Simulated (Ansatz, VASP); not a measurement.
# HfMo2 (HfMo2 in the C11b ordering): VASP beside Ansatz, part 2 of 2

Wanted: the spread between two codes on one cell, functional and k mesh. The cell is generated by rule, not measured, and may not be a known phase. The cell is taken from a series of runs on this material, whose earlier steps may have relaxed, scaled, displaced or heated it; both programs get it as it stands.

VASP 6.6.1 and Ansatz 0.2.0.

So far: The starting structure; Ansatz: relaxation of cell and atoms, PBE, pair 1; VASP: relaxation of cell and atoms, PBE, pair 1; Differences.

The structure was built from a prototype and need not be the compound's stable phase.

## Step 5: Ansatz: relaxation of cell and atoms, PBE, pair 2

Level of this step: Ansatz beside VASP: Kohn-Sham DFT, plane waves, PBE (Ansatz).

The relaxed volume is the usual yardstick between codes: in a stiff, nearly cubic crystal its relative difference is about their pressure difference at one cell divided by the bulk modulus.

The cell is taken from a series of runs on this material, whose earlier steps may have relaxed, scaled, displaced or heated it; both programs get it as it stands.

input.yaml reads:

```yaml
crystal:
  lattice:
    - [3.2236631476, 0.0, 0.0]
    - [0.0, 3.2236631476, 0.0]
    - [1.6118315738, 1.6118315738, 5.0401013309]
  atoms:
    - { symbol: Hf, position: [0.0, 0.0, 0.0] }
    - { symbol: Mo, position: [0.678975702, 0.678975702, 0.642048596] }
    - { symbol: Mo, position: [0.321024298, 0.321024298, 0.357951404] }
kpoints:
  mp_grid: { grid: [10, 10, 10] }
hamiltonian:
  xc: pbe
scf:
  occupations: { method: methfessel_paxton, width: 0.2 }
output:
  forces: true
  stress: true
  eigenvalues: true
relax:
  adjacent_minimum: "off"
  f_tol: 0.001
  max_steps: 60
  cell: { stress_tol: 0.01 }
```

Run with:

```sh
> ansatz run input.yaml --threads 4 --pin off --max-ram 8192MiB --backend cpu --events-out ev --progress --plain --runs-dir out
```

Numbers of over 12 decimals in the logs are rounded to 6 here.

Log:

```text
[...]
Crystal: 3 atoms, lattice volume = 52.377 Å³
Basis set: ecut = 420 eV, 1005 PW (Γ), exchange–correlation on 48×48×80 points (8 copies of the dense FFT grid, shifted against one another)
Bands: 33, of which v1, the nominal top of the filled ones, is band 27 counted from 1 (26 counted from 0)
Symmetry: 16 space group operations
[...]
k-points: 102 of 1000
[...]
--- Relaxed structure (4 steps of the walk, 3 accepted, 1 SCFs on fresh bases) ---
[...]
cell:  # Å, volume = 52.3775 Å³
    - [3.223619, 0, 0.0]
    - [0.0, 3.223619, 0.0]
    - [1.611810, 1.611810, 5.040309]
  atoms:
    - { symbol: Hf, position: [0, 0, 0.0] }
    - { symbol: Mo, position: [0.679042, 0.679042, 0.641917] }
    - { symbol: Mo, position: [0.320958, 0.320958, 0.358083] }
[key lines of the parts left out:]
SCF converged after 5 iterations
Free energy (F): -25633.750046 eV
Fermi energy:    20.569428 eV
P = ⅓ Tr σ = -0.0010 GPa (-0.010 kbar)
```

## Step 6: VASP: relaxation of cell and atoms, PBE, pair 2

The same cell, functional, mesh and smearing now go to VASP, with its own data sets.

INCAR reads:

```
SYSTEM = HfMo2
PREC = Accurate
ENCUT = 500
EDIFF = 1E-07
NELM = 120
ISMEAR = 1
SIGMA = 0.2
LREAL = .FALSE.
ALGO = Normal
GGA = PE
NBANDS = 25
LASPH = .TRUE.
LORBIT = 11
LWAVE = .FALSE.
LCHARG = .FALSE.
ISIF = 3
IBRION = 2
NSW = 80
EDIFFG = -0.005
GGA_COMPAT = .FALSE.
NELMIN = 4
KPAR = 2
```

POSCAR reads:

```
HfMo2
1.0
    3.2236630000      0.0000000000      0.0000000000
    0.0000000000      3.2236630000      0.0000000000
    1.6118320000      1.6118320000      5.0401010000
Hf Mo
1 2
Direct
    0.0000000000      0.0000000000      0.0000000000
    0.6789756792      0.6789756792      0.6420486415
    0.3210243208      0.3210243208      0.3579513585
```

KPOINTS reads:

```
Automatic mesh
0
Gamma
10 10 10
0 0 0
```

The projector-augmented-wave data sets are Hf_pv and Mo_sv (PBE family, release 64).

Run with:

```sh
> mpirun -np 2 vasp_std
```

Log:

```text
[... set-up lines as in an earlier step ...]
 entering main loop
       N       E                     dE             d eps       ncg     rms          rms(c)
DAV:   1     0.347672153014E+03    0.34767E+03   -0.22927E+04  5132   0.150E+03
DAV:   2    -0.236466441823E+02   -0.37132E+03   -0.36552E+03  5970   0.450E+02
DAV:   3    -0.335110768813E+02   -0.98644E+01   -0.96226E+01  6693   0.663E+01
DAV:   4    -0.336207366785E+02   -0.10966E+00   -0.10930E+00  5676   0.677E+00
[...]
DAV:  13    -0.321734227833E+02    0.16401E-07   -0.33359E-06  5387   0.148E-02    0.113E-02
DAV:  14    -0.321734232907E+02   -0.50732E-06   -0.20389E-07  4473   0.330E-03    0.157E-03
DAV:  15    -0.321734232935E+02   -0.27885E-08   -0.14908E-08  2855   0.102E-03
   1 F= -.32173423E+02 E0= -.32174395E+02  d E =-.321734E+02
[...]
2 F= -.32173431E+02 E0= -.32174480E+02  d E =-.815967E-05
[...]
3 F= -.32173488E+02 E0= -.32174501E+02  d E =-.647485E-04
[...]
4 F= -.32173503E+02 E0= -.32174569E+02  d E =-.152896E-04
[...]
5 F= -.32173509E+02 E0= -.32174557E+02  d E =-.211626E-04
[...]
reached required accuracy - stopping structural energy minimisation
```

OUTCAR, selected parts (step 6):

```text
  Total        0.0075944      0.0075944     -0.0066188     -0.0000000     -0.0000000     -0.0000000
  in kB        0.2325859      0.2325859     -0.2027085     -0.0000000     -0.0000000     -0.0000000
  external PRESSURE =       0.0874878 kB  Pullay stress =       0.0000000 kB

 POSITION                                       TOTAL-FORCE (eV/Angst)
 -----------------------------------------------------------------------------------
      0.00000      0.00000      0.00000         0.000000     -0.000000      0.000000
      3.22302      3.22302      3.23500        -0.000000     -0.000000     -0.001848
      1.61151      1.61151      1.80111         0.000000      0.000000      0.001848
 -----------------------------------------------------------------------------------
    total drift:                                0.000000     -0.000000      0.000000

  FREE ENERGIE OF THE ION-ELECTRON SYSTEM (eV)
  ---------------------------------------------------
  free  energy   TOTEN  =       -32.1735092046 eV

  energy  without entropy=      -32.1766512613  energy(sigma->0) =      -32.17455656

[... 2 parts as in an earlier step ...]

[... 2 further parts left out ...]
[key lines of the parts left out:]
E-fermi :   9.0959
```

## Step 7: Side by side

What differs besides the data sets and the points named for the pairs above, as far as they apply: the data sets hold 54 valence electrons in Ansatz (on its default PAW (the set named soft_2) files) and 38 in VASP. Total energies have different zeros and are not compared.

The two programs side by side:

```
                                         quantity  Ansatz   VASP  difference
                                      volume (Å³)   52.38  52.31     +0.12 %
edge a after relaxation, in the typed setting (Å)   3.224  3.223     +0.02 %
edge c after relaxation, in the typed setting (Å)   5.532  5.528     +0.07 %
```

## Step 8: What came out

```json
{
  "difference in volume (relaxation of cell and atoms, PBE, pair 1)": "0.11 %",
  "difference in volume (relaxation of cell and atoms, PBE, pair 2)": "0.12 %"
}
```

**Reading.** The difference in volume is 0.12 % (relaxation of cell and atoms, PBE, pair 2), within the 1.2 % picked in this series as the mark of a large difference, as far as the stopping tolerances let one tell. The data sets hold unlike numbers of valence electrons (54 in Ansatz and 38 in VASP), so part of the differences comes from the potentials. 1 further run of this series is not shown here. Such differences can come from data sets, numerical settings and the points named under the comparisons, not from the functional's error against experiment.

[Lines on the potential files, build, host, timing and source positions are cut from VASP's logs without a mark.]

[Logs are printed without paths, hosts, clocks, repeated set-up lines and the standing remarks that a program may print on its own settings, such as how far it seeks lower states.]

[Hosts, paths, dates, database ids (printed as entryN), source tags and the programs' standing remarks are cut or masked in the printed files.]
